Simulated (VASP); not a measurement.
# As (R-3m) in VASP: a series of runs

Aim: see how the results for As move with the level of theory and the settings. Levels: PBE, PBE+D3(BJ). Tasks: relaxation of cell and atoms.

Program: VASP 6.6.1. These are calculated values, not measurements. Logs are shortened: lines on timing, memory, paths and dates and some standing lists are left out, and cuts for length are marked.

## Step 1: The crystal as given

It takes space group R-3m (No. 166, trigonal). Conventional cell: a = 3.827 Å, b = 3.827 Å, c = 10.645 Å, α = 90.00°, β = 90.00°, γ = 120.00°. As (site symmetry 3m) is surrounded by 3 As at 2.55 Å.

## Step 2: Relaxation of cell and atoms, PBE

File INCAR:

```
PREC = Accurate
ENCUT = 300
EDIFF = 1E-7
ISMEAR = 1
SIGMA = 0.1
LREAL = False
LASPH = True
NELM = 80
ALGO = Normal
ISIF = 3
LWAVE = False
LCHARG = False
GGA = PE
IBRION = 2
NSW = 90
EDIFFG = -0.005
```

File KPOINTS:

```
Automatic mesh
0
Gamma
  6 6 6
```

File POSCAR:

```
As                                      
1.0
    1.9136601073      1.1048521780      3.5484380510
   -1.9136601073      1.1048521780      3.5484380510
   -0.0000000000     -2.2097043562      3.5484380510
  As            
     2
Direct
     0.7733322716880452    0.7733322716880452    0.7733322716880442
     0.2266677283119549    0.2266677283119549    0.2266677283119559
```

Potentials or basis: VASP PAW PBE potentials, release 64 (As).

The run is started by

```bash
$ cat potpaw_PBE.64/As/POTCAR > POTCAR
$ mpirun -np 1 vasp_std > vasp.out
```

OUTCAR:

```text
PREC = Accurate
   ENCUT = 300
   EDIFF = 1E-7
   ISMEAR = 1
   LREAL = False
   LASPH = True
   NELM = 80
   ISIF = 3
   GGA = PE
   IBRION = 2
   NSW = 90
   EDIFFG = -0.005

 ion  position               nearest neighbor table
   1  0.773  0.773  0.773-   2 2.55   2 2.55   2 2.55
   2  0.227  0.227  0.227-   1 2.55   1 2.55   1 2.55

  LATTYP: Found a trigonal (rhomboedric) cell.
 ALAT       =     4.1802160163
 COS(alpha) =     0.5808570623

  Lattice vectors:

 A1 = (   1.9136601073,   1.1048521780,   3.5484380510)
 A2 = (  -1.9136601073,   1.1048521780,   3.5484380510)
 A3 = (   0.0000000000,  -2.2097043562,   3.5484380510)

Analysis of symmetry for initial positions (statically):
=====================================================================
 Subroutine PRICEL returns:
 Original cell was already a primitive cell.

 Routine SETGRP: Setting up the symmetry group for a
 trigonal (rhombohedral) supercell.

 Subroutine GETGRP returns: Found 12 space group operations
 (whereof 12 operations were pure point group operations)
 out of a pool of 12 trial point group operations.

The static configuration has the point symmetry D_3d.

Analysis of symmetry for dynamics (positions and initial velocities):
=====================================================================
 Subroutine PRICEL returns:
 Original cell was already a primitive cell.

 Routine SETGRP: Setting up the symmetry group for a
 trigonal (rhombohedral) supercell.

 Subroutine GETGRP returns: Found 12 space group operations
 (whereof 12 operations were pure point group operations)
 out of a pool of 12 trial point group operations.

The dynamic configuration has the point symmetry D_3d.

 Subroutine INISYM returns: Found 12 space group operations
 (whereof 12 operations are pure point group operations),
 and found     1 'primitive' translations

----------------------------------------------------------------------------------------

                                     Primitive cell

  volume of cell :      45.0150

  direct lattice vectors                    reciprocal lattice vectors
     1.913660107  1.104852178  3.548438051     0.261279418  0.150849743  0.093938045
    -1.913660107  1.104852178  3.548438051    -0.261279418  0.150849743  0.093938045
     0.000000000 -2.209704356  3.548438051     0.000000000 -0.301699485  0.093938045

  length of vectors
     4.180216016  4.180216016  4.180216016     0.315985657  0.315985657  0.315985657

  position of ions in fractional coordinates (direct lattice)
     0.773332272  0.773332272  0.773332272
     0.226667728  0.226667728  0.226667728

  ion indices of the primitive-cell ions
   primitive index   ion index
                 1           1
                 2           2

----------------------------------------------------------------------------------------

 KPOINTS: Automatic mesh

Automatic generation of k-mesh.
 Grid dimensions read from file:
 generate k-points for:    6    6    6

 Generating k-lattice:

  Cartesian coordinates                     Fractional coordinates (reciprocal lattice)
     0.043546570  0.025141624  0.015656341     0.166666667  0.000000000  0.000000000
    -0.043546570  0.025141624  0.015656341     0.000000000  0.166666667  0.000000000
     0.000000000 -0.050283248  0.015656341    -0.000000000 -0.000000000  0.166666667

  Length of vectors
     0.052664276  0.052664276  0.052664276

  Shift w.r.t. Gamma in fractional coordinates (k-lattice)
     0.000000000  0.000000000  0.000000000

 Subroutine IBZKPT returns following result:
 ===========================================

 Found     32 irreducible k-points:

 Following reciprocal coordinates:
            Coordinates               Weight
  0.000000  0.000000  0.000000      1.000000
  0.166667  0.000000  0.000000      6.000000
  0.333333 -0.000000  0.000000      6.000000
  0.500000  0.000000  0.000000      3.000000
  0.166667  0.166667  0.000000      6.000000
  0.333333  0.166667  0.000000     12.000000
[... 16 lines left out ...]
  0.500000  0.500000  0.166667      6.000000
 -0.333333  0.500000  0.166667     12.000000
 [... further k-points ...]
   k-points           NKPTS =     32   k-points in BZ     NKDIM =     32   number of bands    NBANDS=      9
   number of dos      NEDOS =    301   number of ions     NIONS =      2
   total plane-waves  NPLWV =  13824
   dimension x,y,z NGX =    24 NGY =   24 NGZ =   24
   dimension x,y,z NGXF=    48 NGYF=   48 NGZF=   48
   ions per type =               2
   NGX,Y,Z   is equivalent  to a cutoff of   9.54,  9.54,  9.54 a.u.
   NGXF,Y,Z  is equivalent  to a cutoff of  19.09, 19.09, 19.09 a.u.
 SYSTEM =  unknown system
   PREC   = accura    normal or accurate (medium, high low for compatibility)
   ISTART =      0    job   : 0-new  1-cont  2-samecut
   ICHARG =      2    charge: 1-file 2-atom 10-const
   ISPIN  =      1    spin polarized calculation?
   LNONCOLLINEAR =      F non collinear calculations
   LSORBIT =      F    spin-orbit coupling
   LASPH  =      T    aspherical Exc in radial PAW
   ENCUT  =  300.0 eV  22.05 Ry    4.70 a.u.   5.90  5.90  5.90*2*pi/ulx,y,z
   NELM   =     80;   NELMIN=  2; NELMDL= -5     # of ELM steps
   EDIFF  = 0.1E-06   stopping-criterion for ELM
   LREAL  =      F    real-space projection
   EDIFFG = -.5E-02   stopping-criterion for IOM
   NSW    =     90    number of steps for IOM
   IBRION =      2    ionic relax: 0-MD 1-quasi-New 2-CG
   NFREE  =      1    steps in history (QN), initial steepest desc. (CG)
   ISIF   =      3    stress and relaxation
   ISYM   =      2    0-nonsym 1-usesym 2-fastsym
   POTIM  = 0.5000    time-step for ionic-motion
   TEBEG  =    0.0;   TEEND  =   0.0 temperature during run
   PSTRESS=    0.0 pullay stress
   NELECT =      10.0000    total number of electrons
   NUPDOWN=      -1.0000    fix difference up-down
   EMIN   =  10.00;   EMAX   =-10.00  energy-range for DOS
   EFERMI =   0.00;   METHOD = LEGACY
   ISMEAR =     1;   SIGMA  =   0.10  broadening in eV -4-tet -1-fermi 0-gaus
   EFERMI_NEDOS =   21; number of points for ismear=-14 and -15
   IALGO  =     38    algorithm
   IMIX   =      4    mixing-type and parameters
     AMIX     =   0.40;   BMIX     =  1.00
     AMIX_MAG =   1.60;   BMIX_MAG =  1.00
  volume/ion in A,a.u.               =      22.51       151.89
  Fermi-wavevector in a.u.,A,eV,Ry     =   0.991492  1.873647 13.375282  0.983055
  Thomas-Fermi vector in A             =   2.123237
   LORBIT       =      0    0 simple, 1 ext, 2 COOP (PROOUT), +10 PAW based schemes
   GGA     = PE    functional components
   LHFCALC =     F    Hartree Fock is set to
   AEXX    =    0.0000 exact exchange contribution
   IVDW    =     0    specifies the selected vdW correction
   LEPSILON=     F    determine dielectric tensor
   LRPA    =     F    only Hartree local field effects (RPA)
 conjugate gradient relaxation of ions
 non-spin polarized calculation
 Methfessel and Paxton  Order N= 1 SIGMA  =   0.10
  energy-cutoff  :      300.00
  volume of cell :       45.02
 maximum number of plane-waves:       546
   NGX = 11   NGY = 11   NGZ = 11

--------------------------------------- Ionic step        1  -------------------------------------------

 number of electron      10.0000000 magnetization

 number of electron       9.9999999 magnetization

 Free energy of the ion-electron system (eV)
  ---------------------------------------------------
  ext. energy  EPLUGINS =         0.00000000
  ---------------------------------------------------
  free energy    TOTEN  =        -9.38021589 eV

  energy without entropy =       -9.37945274  energy(sigma->0) =       -9.37996150

------------------------ aborting loop because EDIFF is reached ----------------------------------------

  FORCE on cell =-STRESS in cart. coord.  units (eV):
  Direction    XX          YY          ZZ          XY          YZ          ZX
  --------------------------------------------------------------------------------------
  -------------------------------------------------------------------------------------
  Total       -0.0133743     -0.0133743     -0.0025403     -0.0000000      0.0000000      0.0000000
  in kB       -0.4760205     -0.4760205     -0.0904153     -0.0000000      0.0000000      0.0000000
  external PRESSURE =      -0.3474854 kB  Pullay stress =       0.0000000 kB

 VOLUME and BASIS-vectors are now :
 -----------------------------------------------------------------------------
  energy-cutoff  :      300.00
  volume of cell :       45.02
      direct lattice vectors                 reciprocal lattice vectors
     1.913660107  1.104852178  3.548438051     0.261279418  0.150849743  0.093938045
    -1.913660107  1.104852178  3.548438051    -0.261279418  0.150849743  0.093938045
     0.000000000 -2.209704356  3.548438051     0.000000000 -0.301699485  0.093938045
[... 37 lines left out ...]
 POSITION                                       TOTAL-FORCE (eV/Angst)
 -----------------------------------------------------------------------------------
      0.00000     -0.00000      8.23218        -0.000000      0.000000     -0.002292
      0.00000     -0.00000      2.41248         0.000000     -0.000000      0.002292
 -----------------------------------------------------------------------------------
    total drift:                                0.000000      0.000000     -0.000000

  FREE ENERGIE OF THE ION-ELECTRON SYSTEM (eV)
  ---------------------------------------------------
  free  energy   TOTEN  =        -9.3802206277 eV

  energy  without entropy=       -9.3794562412  energy(sigma->0) =       -9.37996583

--------------------------------------- Ionic step        3  -------------------------------------------

 number of electron       9.9999999 magnetization

 Free energy of the ion-electron system (eV)
  ---------------------------------------------------
  ext. energy  EPLUGINS =         0.00000000
  ---------------------------------------------------
  free energy    TOTEN  =        -9.38022136 eV

  energy without entropy =       -9.37945728  energy(sigma->0) =       -9.37996666

 E-fermi :   4.8972     XC(G=0):  -9.7831

 val. band max:        4.6674866501   @ k =   0.5000   0.0000   0.0000
 cond. band min:       4.8973139292   @ k =   0.3333   0.1667   0.1667
 fundamental gap:      0.2298272792
 Fermi energy:         4.8971500140

 k-point     1 :       0.0000    0.0000    0.0000
  band No.  band energies     occupation
      1      -9.6678      2.00000
      2      -1.0335      2.00000
      3       2.6546      2.00000
      4       3.0340      2.00000
      5       3.0340      2.00000
      6       6.6392     -0.00000
      7       7.8260      0.00000
      8       7.8260      0.00000
      9      11.8166      0.00000

 k-point     2 :       0.1667    0.0000    0.0000
  band No.  band energies     occupation
      1      -9.3146      2.00000
      2      -2.0958      2.00000
      3       2.5353      2.00000
      4       2.8093      2.00000
      5       3.1855      2.00000
      6       6.7200     -0.00000
      7       7.3384      0.00000
      8       7.4975      0.00000
      9      10.7142      0.00000
[... 253 lines left out ...]
 k-point    24 :      -0.3333    0.5000    0.1667
  band No.  band energies     occupation
      1      -6.8429      2.00000
      2      -5.0856      2.00000
      3      -0.7828      2.00000
      4       0.1679      2.00000
      5       2.8793      2.00000
      6       7.1606      0.00000
      7       8.8383      0.00000
      8      11.1685      0.00000
      9      11.4716      0.00000

 [... further k-points ...]
[... 5 lines left out ...]
  --------------------------------------------------------------------------------------
  -------------------------------------------------------------------------------------
  Total        0.0017538      0.0017538      0.0074304      0.0000000     -0.0000000      0.0000000
  in kB        0.0624531      0.0624531      0.2646041      0.0000000     -0.0000000      0.0000000
  external PRESSURE =       0.1298368 kB  Pullay stress =       0.0000000 kB

 VOLUME and BASIS-vectors are now :
 -----------------------------------------------------------------------------
  energy-cutoff  :      300.00
  volume of cell :       44.99
      direct lattice vectors                 reciprocal lattice vectors
     1.913197760  1.104585241  3.548275212     0.261342560  0.150886197  0.093942356
    -1.913197760  1.104585241  3.548275212    -0.261342560  0.150886197  0.093942356
     0.000000000 -2.209170483  3.548275212     0.000000000 -0.301772395  0.093942356

 POSITION                                       TOTAL-FORCE (eV/Angst)
 -----------------------------------------------------------------------------------
      0.00000     -0.00000      8.23223        -0.000000      0.000000     -0.000048
      0.00000     -0.00000      2.41260         0.000000     -0.000000      0.000048
 -----------------------------------------------------------------------------------
    total drift:                               -0.000000     -0.000000      0.000000

  FREE ENERGIE OF THE ION-ELECTRON SYSTEM (eV)
  ---------------------------------------------------
  free  energy   TOTEN  =        -9.3802213575 eV

  energy  without entropy=       -9.3794572767  energy(sigma->0) =       -9.37996666

 reached required accuracy - stopping structural energy minimisation
```

It took 11 s on 1 thread of Intel Xeon Platinum 8259CL at 2.50GHz (Skylake/Cascade Lake), shared host; peak memory 0.13 GiB.

Results:

```yaml
Free_energy: -9.3802 eV
Relaxed_volume: 22.50 Å³/atom
Relaxed_cell: a = 4.180 Å, b = 4.180 Å, c = 4.180 Å, α = 54.48°, β = 54.48°, γ = 54.48°
Space_group_after_relaxing_to_0.05_Å: R-3m (No. 166)
Energy_gained_by_relaxing: 0.0 meV/atom
Ionic_steps: 3
Pressure_after_relaxing: 0.0 GPa
Band_gap_on_the_k_mesh: none (metal or under the smearing width)
```

Final structure:
```
As
1.0
     1.91320    1.10459    3.54828
    -1.91320    1.10459    3.54828
     0.00000   -2.20917    3.54828
As
2
Direct
  0.77335 0.77335 0.77335
  0.22665 0.22665 0.22665
```

## Step 3: Relaxation of cell and atoms, PBE+D3(BJ)

This run uses another cell than the first one, of 21.53 Å³/atom, 0.957 times its volume.

File INCAR:

```
  ALGO = Normal
  EDIFF = 1E-6
  EDIFFG = -0.01
  ENCUT = 600
  GGA = PE
  IBRION = 2
  ISIF = 3
  ISMEAR = 1
  IVDW = 12
  KPAR = 4
  LASPH = T
  LCHARG = F
  LREAL = F
  LWAVE = F
  NELM = 80
  NSW = 90
  PREC = Accurate
  SIGMA = 0.1
```

File KPOINTS:

```
k-points
0
Gamma
  12 12 12
```

File POSCAR:

```
As
1.0
    1.8807968987      1.0858785957      3.5140619945
   -1.8807968987      1.0858785957      3.5140619945
    0.0000000000     -2.1717571915      3.5140619945
As
2
Direct
    0.7740000000      0.7740000000      0.7740000000
    0.2260000000      0.2260000000      0.2260000000
```

Potentials or basis: VASP PAW PBE potentials, release 64 (As).

The run is started by

```bash
$ cat potpaw_PBE.64/As/POTCAR > POTCAR
$ mpirun -np 4 vasp_std > vasp.out
```

Wall time 61 s (4 MPI ranks of Intel Xeon 6975P-C (Granite Rapids), shared host); peak memory 0.27 GiB.

The run converged. Its results:

```
Free energy                            : -10.1779 eV
Relaxed volume                         : 20.91 Å³/atom
Relaxed cell                           : a = 4.011 Å, b = 4.011 Å, c = 4.011 Å, α = 56.40°, β = 56.40°, γ = 56.40°
Space group after relaxing (to 0.05 Å) : R-3m (No. 166)
Energy gained by relaxing              : 12.5 meV/atom
Ionic steps                            : 11
Pressure after relaxing                : 0.0 GPa
Band gap on the k mesh                 : none (metal or under the smearing width)
Dispersion energy per atom             : -0.433 eV
```

The path:
| step | energy change (eV) | largest force (eV/Å) | pressure (GPa) | volume (Å³) |
| --- | --- | --- | --- | --- |
| 1 | 0.0000 | 0.4940 | 0.88 | 43.06 |
| 2 | -0.0098 | 0.0218 | -1.70 | 43.80 |
| 3 | -0.0108 | 0.0924 | -1.13 | 43.63 |
| 4 | -0.0172 | 0.0355 | -0.55 | 42.92 |
| 5 | -0.0204 | 0.0317 | 0.27 | 42.05 |
| 6 | -0.0240 | 0.0313 | 0.09 | 41.89 |
| 7 | -0.0249 | 0.0300 | -0.02 | 41.75 |
| 8 | -0.0249 | 0.0303 | -0.02 | 41.75 |
| 9 | -0.0250 | 0.0069 | 0.10 | 41.74 |
| 10 | -0.0250 | 0.0006 | 0.08 | 41.74 |
| 11 | -0.0250 | 0.0003 | -0.05 | 41.82 |

Final structure:
```
CELL_PARAMETERS angstrom
1.89522 1.09421 3.36081
-1.89522 1.09421 3.36081
0.00000 -2.18841 3.36081
ATOMIC_POSITIONS crystal
As 0.76937 0.76937 0.76937
As 0.23063 0.23063 0.23063
```

Levels at points of the mesh, in eV from the Fermi level:
| k point | band 1 | band 2 | band 3 | band 4 | band 5 | band 6 | band 7 | band 8 | band 9 |
| --- | --- | --- | --- | --- | --- | --- | --- | --- | --- |
| (0.00, 0.00, 0.00) | -15.10 | -5.57 | -2.35 | -2.07 | -2.07 | 2.16 | 3.15 | 3.15 | 6.47 |
| (0.50, 0.00, 0.00) | -12.26 | -11.28 | -2.54 | -2.35 | -0.29 | -0.28 | 0.29 | 0.88 | 9.48 |
| (0.50, 0.50, 0.00) | -12.23 | -9.50 | -6.32 | -4.34 | -4.28 | 1.64 | 5.72 | 6.71 | 7.71 |
| (0.50, 0.50, 0.50) | -13.40 | -10.37 | -1.70 | -1.70 | -0.64 | 0.36 | 0.36 | 1.55 | 8.54 |

Caveat: pairwise dispersion overbinds metals, which lowers pressure and volume.

## Step 4: Relaxation of cell and atoms, PBE+D3(BJ)

This run uses another cell than the first one, of 20.91 Å³/atom, 0.929 times its volume.

INCAR: that of step 3 with these lines changed.

```diff
@@ -1,4 +1,4 @@
   ALGO = Normal
-  EDIFF = 1E-6
-  EDIFFG = -0.01
+  EDIFF = 1E-7
+  EDIFFG = -0.005
   ENCUT = 600
```

KPOINTS is that of step 3.

File POSCAR:

```
As                                      
1.0
    1.8952217514      1.0942067883      3.3608128009
   -1.8952217514      1.0942067883      3.3608128009
   -0.0000000000     -2.1884135767      3.3608128009
  As            
     2
Direct
     0.7693727801162085    0.7693727801162085    0.7693727801162085
     0.2306272198837915    0.2306272198837915    0.2306272198837916
```

The run is started by

```bash
$ cat potpaw_PBE.64/As/POTCAR > POTCAR
$ mpirun -np 4 vasp_std > vasp.out
```

Run time: 13 s. Hardware: 4 MPI ranks of Intel Xeon 6975P-C (Granite Rapids), shared host; peak memory 0.24 GiB.

The run converged. Its results:

```yaml
Free_energy: -10.1778 eV
Relaxed_volume: 20.89 Å³/atom
Relaxed_cell: a = 4.010 Å, b = 4.010 Å, c = 4.010 Å, α = 56.39°, β = 56.39°, γ = 56.39°
Space_group_after_relaxing_to_0.05_Å: R-3m (No. 166)
Energy_gained_by_relaxing: 0.0 meV/atom
Ionic_steps: 2
Pressure_after_relaxing: 0.0 GPa
Largest_force_after_relaxing: 0.005 eV/Å
Band_gap_on_the_k_mesh: none (metal or under the smearing width)
Dispersion_energy_per_atom: -0.433 eV
```

Forces on the atoms (eV/Å):
```
As   0.000  0.000 -0.005
As   0.000  0.000  0.005
```

Final structure:
```
CELL_PARAMETERS angstrom
1.89451 1.09379 3.36035
-1.89451 1.09379 3.36035
0.00000 -2.18759 3.36035
ATOMIC_POSITIONS crystal
As 0.76937 0.76937 0.76937
As 0.23063 0.23063 0.23063
```

Levels at points of the mesh, in eV from the Fermi level:
```
           k point  band 3  band 4  band 5  band 6  band 7  band 8
(0.00, 0.00, 0.00)   -2.36   -2.07   -2.07    2.16    3.15    3.15
(0.50, 0.00, 0.00)   -2.55   -2.35   -0.29   -0.29    0.29    0.88
(0.50, 0.50, 0.00)   -6.33   -4.35   -4.28    1.64    5.72    6.71
(0.50, 0.50, 0.50)   -1.71   -1.71   -0.64    0.36    0.36    1.55
```

Caveat: pairwise dispersion overbinds metals, which lowers pressure and volume.
